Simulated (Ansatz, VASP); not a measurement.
## Cross-check of Ga36HN35 (H_N) between VASP and Ansatz

Aim: how closely do two programs agree when they are given the same cell, functional and k mesh? Of the first pair: The structure shown is the start of the Ansatz relaxation below; VASP solves that cell, so the two are compared at the walk's first step.

Program: Ansatz 0.2.0. Level of theory: plane waves, with VASP 6.6.1 beside it; single point at r2SCAN. Results are calculated unless marked as measured.

## (1) Set-up

The cell holds 72 atoms: 36 Ga, 35 N and 1 H. Its edges and angles: a = 9.550 Å, b = 9.550 Å, c = 10.368 Å, α = 90.0°, β = 90.0°, γ = 120.0°. It derives from GaN (GaN (P6_3mc)). Nearest the centre at fractional (0.556, 0.444, 0.438): H72 at 0.05 Å, Ga30 at 1.90 Å, Ga18 at 1.95 Å, Ga17 at 1.95 Å, Ga14 at 1.98 Å, N49 at 3.15 Å, N37 at 3.15 Å, N50 at 3.16 Å. The cell carries charge +2.

Structure file:

```xyz
72
Lattice="9.5498 0.0000 0.0000 -4.7749 8.2704 0.0000 0.0000 0.0000 10.3677" Properties=species:S:1:pos:R:3 pbc="T T T"
Ga    1.6320    0.9220    2.5590
Ga   -0.0320    1.8750    5.1910
Ga    1.5910    0.8780    7.8000
Ga    0.0320    1.8450   10.3250
Ga    0.0330    3.6610    2.5530
Ga   -1.5770    4.5550    5.1530
Ga   -0.0320    3.6920    7.7360
Ga   -1.6190    4.5530   10.3620
Ga   -1.5820    6.4680    2.6210
Ga   -3.1690    7.3710    5.2230
Ga   -1.5810    6.4770    7.7910
Ga   -3.2050    7.3940   10.3490
Ga    4.7260    0.9180    2.5980
Ga    3.2060    1.8160    5.2180
Ga    4.7900    0.9620    7.7510
Ga    3.1770    1.7920    0.0143
Ga    3.1580    3.7190    2.5880
Ga    1.5610    4.5590    5.1640
Ga    3.1930    3.7000    7.8140
Ga    1.6120    4.5520   10.3480
Ga    1.5650    6.3910    2.5780
Ga    0.0060    7.3480    5.2290
Ga    1.6410    6.4250    7.7660
Ga   -0.0490    7.3440   10.3660
Ga    7.9490    0.9420    2.5440
Ga    6.3770    1.8200    5.1340
Ga    7.9500    0.8850    7.7350
Ga    6.3180    1.8280    0.0013
Ga    6.3660    3.6330    2.6140
Ga    4.7260    4.5840    5.1780
Ga    6.4090    3.6500    7.7790
Ga    4.7920    4.6390    0.0113
Ga    4.7940    6.4000    2.6200
Ga    3.1460    7.3440    5.2120
Ga    4.7980    6.3880    7.7750
Ga    3.2150    7.3390    0.0313
N     1.6070    0.9540    4.5080
N     0.0170    1.8630    1.9890
N     1.5640    0.9610    9.7240
N    -0.0490    1.8410    7.1440
N     0.0180    3.6290    4.5370
N    -1.5850    4.5640    1.9880
N     0.0440    3.6900    9.7430
N    -1.5510    4.6160    7.1120
N    -1.5920    6.4060    4.5830
N    -3.1410    7.3770    1.9390
N    -1.5460    6.4140    9.7190
N    -3.1380    7.3320    7.1430
N     4.7280    0.9360    4.5470
N     3.1570    1.8200    1.9870
N     4.7500    0.9620    9.7190
N     3.1340    1.8340    7.1370
N     1.6410    4.6020    1.9420
N     3.1440    3.6780    9.6930
N     1.6250    4.5670    7.1570
N     1.5490    6.4580    4.5460
N     0.0240    7.3950    1.9460
N     1.5840    6.4820    9.7290
N     0.0450    7.3480    7.1540
N     7.9770    0.8730    4.5460
N     6.3880    1.7980    1.9690
N     7.9500    0.8700    9.7180
N     6.3900    1.8060    7.1020
N     6.3740    3.7240    4.5290
N     4.7600    4.5510    1.9280
N     6.3380    3.7080    9.6990
N     4.8120    4.5630    7.1440
N     4.7810    6.4590    4.5820
N     3.1710    7.3510    1.9000
N     4.7360    6.4560    9.7050
N     3.1400    7.3760    7.1290
H     3.2250    3.6600    4.5640
```

## (2) Ansatz: relaxation, r2SCAN

Ansatz runs on its PAW soft_1 files.

The two programs are compared at the cell with which this relaxation starts, whose forces are those of its first step.

Contents of input.yaml:

```yaml
crystal:
  lattice:
    - [3.18327261, 0.0, 0.0]
    - [-1.5916363, 2.75679494, 0.0]
    - [0.0, 0.0, 5.18383173]
  atoms:
    - { symbol: Ga, position: [0.666667, 0.333333, 0.499106] }
    - { symbol: Ga, position: [0.333333, 0.666667, 0.999106] }
    - { symbol: "N", position: [0.666667, 0.333333, 0.875894] }
    - { symbol: "N", position: [0.333333, 0.666667, 0.375894] }
  supercell: [3, 3, 2]
  defects: [{ substitution: { at: 34, symbol: H } }]
total_charge: 2
basis:
  ecutwfc: 500
  xc_grid: 2
hamiltonian:
  xc: r2scan
  pseudopotentials: { kind: paw, azcp: { folder: soft_1 } }
kpoints:
  mp_grid: { grid: [1, 1, 1], shift: [0.25, 0.25, 0.25] }
scf:
  occupations: { method: fixed }
  max_iter: 60
output:
  forces: true
  charged_corrections:
    epsilon: [5.83, 5.83, 6.02]
    static_epsilon: [10.1, 10.1, 11.19]
    defect_position: [0.555556, 0.444444, 0.437947]
relax:
  f_tol: 0.02
  max_steps: 60
  random_displacement: { amplitude: 0.05, seed: 1449 }
checkpoint:
  write: "../qp2.relax.run"
  compress: false
  write_wavefunctions: true
  write_every: 100000
```

The run is started by

```bash
> ansatz run input.yaml --threads 32 --pin off --max-ram 84787MiB --backend cuda --events-out ev --progress --plain --runs-dir out --max-vram 78GiB
```

Numbers of over 12 decimals in the logs are rounded to 6 here.

The log of the run:

```text
Engine: ansatz 0.2.0, aarch64-unknown-linux-gnu
Pseudopotentials: kind: paw
Pseudopotential: Ga, paw, valence charge 13, recommended cutoff 500 eV (meta_gga), soft_1/Ga.paw.azcp
Pseudopotential: N, paw, valence charge 5, recommended cutoff 500 eV (meta_gga), soft_1/N.paw.azcp
Pseudopotential: H, paw, valence charge 1, recommended cutoff 500 eV (meta_gga), soft_1/H.paw.azcp
Functional definition: r2SCAN
  parameter k0 = 0.174
  parameter k1 = 0.065
  parameter a1 = 4.9479
  exchange = r2scan_x(k0 = k0, k1 = k1, a1 = a1)
  correlation = r2scan_c
[...]
Crystal: 72 atoms, lattice volume = 818.845 Å³
Basis set: ecut = 500 eV, 20899 PW (Γ), exchange–correlation on 144×144×160 points (8 copies of the dense FFT grid, shifted against one another)
Bands: 393, of which v1, the nominal top of the filled ones, is band 321 counted from 1 (320 counted from 0)
Symmetry: 1 space group operations
k-points: 1
Non-local potential: Ga, projectors of the file, l = 0: 2, l = 1: 2, l = 2: 3, l = 3: 1
Non-local potential: N, projectors of the file, l = 0: 2, l = 1: 2, l = 2: 1
Non-local potential: H, projectors of the file, l = 0: 2, l = 1: 1
PAW form: soft (Blöchl's): semilocal exchange-correlation on the pseudo side does not see the compensation charge
PAW frozen core: Ga, regenerated for the run's functional (the file was generated under x = pbe(κ = 0.804, μ = 0.219515), c = pbe(β = 0.066725))
PAW frozen core: N, regenerated for the run's functional (the file was generated under x = pbe(κ = 0.804, μ = 0.219515), c = pbe(β = 0.066725))
PAW one-centre angular grid: Ga, 590 points (default); XC on 160 Gauss nodes
PAW one-centre angular grid: N, 302 points (default); XC on 160 Gauss nodes
PAW one-centre angular grid: H, 302 points (default); XC on 160 Gauss nodes
Initial density: superposition of atomic densities (chi_scale 0.1, normalization cell, long waves kept (reshape's long-wave potential 0.27 eV rms))
Initial wavefunctions: pseudopotential atomic-orbital guess
[...]
Functional: x = r2scan, c = r2scan; τ floored in thin density (d = 2e-4 eV/Å³)
SCF iter   1: F=—  HF=-150019.193722 eV  |Δ(HF+E_count)|=         —  Δρ=1.24e-1  dr2=9.48e1  dr2_τ=9.73e0  Hψ=1026
preconditioner: auto → Resta (q_TF=auto, 2.620 Å⁻¹)  ε∞=4.3  [insulator: Δε(μ)=3.297 eV  Ē_g=18.052 eV  n_scr=236 (ndim 8)  ℏωp=32.9 eV  f_vac=0.000  ε∞_Penn≈4.3]
SCF iter   2: F=—  HF=-149997.585356 eV  |Δ(HF+E_count)|=    2.16e1  Δρ=5.38e-2  dr2=1.30e1  dr2_τ=1.36e0  Hψ=755
[...]
SCF iter   9: F=-149998.109416 eV  HF=-149998.109417 eV  |Δ(HF+E_count)|=   3.49e-7  Δρ=1.79e-5  dr2=2.72e-6  dr2_τ=1.61e-7  Hψ=1261
SCF 1 converged in 9 iterations: F = -149998.109416 eV  dr2 = 2.72e-6
  greatest PAW one-centre occupation: 0.994 electrons in one spin orbital (limit 2), on the Ga atom at site 32 (counted from 0), in its partial waves of l = 2
relax step   1: F+E_penalty+E_count = -149998.10941589 eV  Δ(F+E_penalty+E_count) = +0.000e0 eV  max|allowed force component| = 2.675e0 eV/Å  Δτ_max = 0.0000 Å  (9 SCF iters, dr2 threshold 1.00e-5 eV, accepted)
[... from here on, the SCF cycles and remarks between the steps are left out ...]
relax step   2: F+E_penalty+E_count = -150000.52767226 eV  Δ(F+E_penalty+E_count) = -2.418e0 eV  max|allowed force component| = 1.186e0 eV/Å  Δτ_max = 0.1953 Å  (7 SCF iters, dr2 threshold 1.00e-4 eV, accepted)
relax step   3: F+E_penalty+E_count = -150001.06490762 eV  Δ(F+E_penalty+E_count) = -5.372e-1 eV  max|allowed force component| = 2.059e-1 eV/Å  Δτ_max = 0.1049 Å  (6 SCF iters, dr2 threshold 8.79e-5 eV, accepted)
relax step   4: F+E_penalty+E_count = -150001.08398214 eV  Δ(F+E_penalty+E_count) = -1.907e-2 eV  max|allowed force component| = 1.299e-1 eV/Å  Δτ_max = 0.0777 Å  (6 SCF iters, dr2 threshold 2.65e-6 eV, accepted)
relax step   5: F+E_penalty+E_count = -150001.08747270 eV  Δ(F+E_penalty+E_count) = -3.491e-3 eV  max|allowed force component| = 5.893e-2 eV/Å  Δτ_max = 0.0269 Å  (6 SCF iters, dr2 threshold 1.05e-6 eV, accepted)
relax step   6: F+E_penalty+E_count = -150001.08935487 eV  Δ(F+E_penalty+E_count) = -1.882e-3 eV  max|allowed force component| = 4.187e-2 eV/Å  Δτ_max = 0.0191 Å  (6 SCF iters, dr2 threshold 7.15e-7 eV, accepted)
relax step   7: F+E_penalty+E_count = -150001.09208798 eV  Δ(F+E_penalty+E_count) = -2.733e-3 eV  max|allowed force component| = 3.474e-2 eV/Å  Δτ_max = 0.0561 Å  (8 SCF iters, accepted)
relax step   8: F+E_penalty+E_count = -150001.09275214 eV  Δ(F+E_penalty+E_count) = -6.642e-4 eV  max|allowed force component| = 1.883e-2 eV/Å  Δτ_max = 0.0056 Å  (5 SCF iters, dr2 threshold 6.09e-7 eV, accepted)
relax step   9: F+E_penalty+E_count = -150001.09275234 eV  Δ(F+E_penalty+E_count) = -1.955e-7 eV  max|allowed force component| = 1.898e-2 eV/Å  Δτ_max = 0.0000 Å  (2 SCF iters, accepted)
[...]
NSCF: frozen V_eff on 1 k-points
the band table was solved once a step of the walk had ended and its energy, with any forces and stress, was formed, with the checks that follow a solve (1868 applications of the Hamiltonian). They found nothing against the state; the energy, forces and stress were not computed again (output.eigenvalues in the input reference)
[...]
iter 1 solved again at ethr=1.32e-11 eV; its pass at ethr=3.10e-3 eV (dr2=8.50e-8 eV) is discarded
SCF iter   1: F=—  HF=-150001.092752 eV  |Δ(HF+E_count)|=         —  Δρ=3.01e-6  dr2=8.41e-8  dr2_τ=6.37e-9  Hψ=1409
[...]
SCF iter   2: F=-150001.092752 eV  HF=-150001.092752 eV  |Δ(HF+E_count)|=   5.88e-9  Δρ=1.88e-6  dr2=3.46e-8  dr2_τ=3.97e-10  Hψ=1014
SCF 10 converged in 2 iterations: F = -150001.092752 eV  dr2 = 3.46e-8
[...]
NSCF: frozen V_eff on 1 k-points
the band table was solved once a step of the walk had ended and its energy, with any forces and stress, was formed, with the checks that follow a solve (1410 applications of the Hamiltonian). They found nothing against the state; the energy, forces and stress were not computed again (output.eigenvalues in the input reference)
SCF converged after 2 iterations
Free energy (F): -150001.092752 eV
Harris-Foulkes:  -150001.092752 eV  (|F-HF|=4.48e-9)
Internal energy: -150001.092752 eV  (E = F + TS)
E sigma→0 (E₀):  -150001.092752 eV
Fermi energy:    9.051381 eV
--- Per-component energies (eV) ---
  E_band       = -617.566341
  E_kinetic    = 8513.036176
  E_local      = -51585.528635  (includes V_loc(G=0)·N_el)
  E_nonlocal   = -1948.971103
  E_hartree    = 32661.047947
  E_xc         = -4101.657910
  E_vxc        = -4942.347172  (∫ρ·V_xc dr)
  E_paw        = -76954.848226  (= ΣΔE_a)
  E_vpaw       = -16244.668178  (= ΣTr[D̂ρ^β])
  E_aug_tail   = 0.000848  (compensation charges beyond the density's cutoff)
  E_vtau       = 268.814750  (kinetic-family band-sum trace: ∫τ·v_τ [+ j·A + Jᵃ·Aᵃ] dr)
  E_ewald      = -56559.626729
  E_core_change = -24.545120  (= ΣΔE_core)
  E_smearing   = -0.000000  (= −TS)
  E_closure    = -0.000000  (closes the sum)
  E_deformation_potential = 35.994661  (in the stress; not in F)
  Σ components = -150001.092752   (vs F -150001.092752, Δ=0.00e0)
--- Forces (eV/Å), atoms counted from 1 ---
  atom   1  Ga     0.00349576     0.00332658     0.00561527
  atom   2  Ga     0.00181559     0.00710632     0.00183522
  atom   3  N     -0.00009198    -0.00603218    -0.00092515
  atom   4  N     -0.00491057    -0.00009885    -0.00022931
  atom   5  Ga     0.00209572    -0.00000434     0.00168323
  atom   6  Ga     0.00125673     0.00129059     0.00087002
  [... 66 more lines of this table ...]
  max |Σ_I F_I| component: 8.54e-3 eV/Å
--- Charged-cell corrections in eV (Makov–Payne, q = +2.000 e, ε = [10.100, 10.100, 11.190]) ---
  F (periodic)     = -150001.092752  (uncorrected; the corrections below are reported, never added to it)
  E_corr1          = +0.839508  (monopole, q²α_M/2ε̄L, of the cell on which ε is isotropic)
  F Makov-Payne    = -150000.253244  (F + E_corr1; no measured alignment; for a localised charge, not one spread in a band: unchecked)
  no potential alignment in this run, which stands beside a crystal: run the host's input off ansatz write-host-input, and read the two finished runs by ansatz place-levels (neither reads a slab, a wire or a sheet, whose cell leaves a vacuum)
--- Band table (eV) ---
  k-point 0: bands = ["-7.2542", "-7.0931", "-7.0346", "-6.9785", "-6.8420", "-6.7720", "-6.7441", "-6.7140", "-6.6725", "-6.6292", "-6.6117", "-6.5889", "-6.5640", "-6.5420", "-6.5062", "-6.4907", "-
--- Relaxed structure (9 steps of the walk, 9 accepted, 0 SCFs on fresh bases) ---
  F+E_penalty+E_count = -150001.09275234 eV   max|allowed force component| = 1.898e-2 eV/Å
  atoms:
    - { symbol: Ga, position: [0.220389, 0.109899, 0.248581] }
    - { symbol: Ga, position: [0.109550, 0.221249, 0.501155] }
    - { symbol: N, position: [0.221950, 0.111789, 0.437463] }
    - { symbol: N, position: [0.111261, 0.221721, 0.188238] }
    - { symbol: Ga, position: [0.219348, 0.109583, 0.751348] }
    - { symbol: Ga, position: [0.110166, 0.221877, 0.999841] }
  [... 66 more lines of this table ...]
```

In the SCF lines HF is the Harris–Foulkes energy and dr2 the Hartree energy of the density residual, in eV; the loop may stop once dr2 is under the threshold and the program's other checks hold. Hψ counts applications of the Hamiltonian.

(Continued in part 2 of 2.)

[Lines on the potential files, build, host, timing and source positions are cut from VASP's logs without a mark.]

[Logs are printed without paths, hosts, clocks, repeated set-up lines and the standing remarks that a program may print on its own settings, such as how far it seeks lower states.]

[Hosts, paths, dates, database ids (printed as entryN), source tags and the programs' standing remarks are cut or masked in the printed files.]
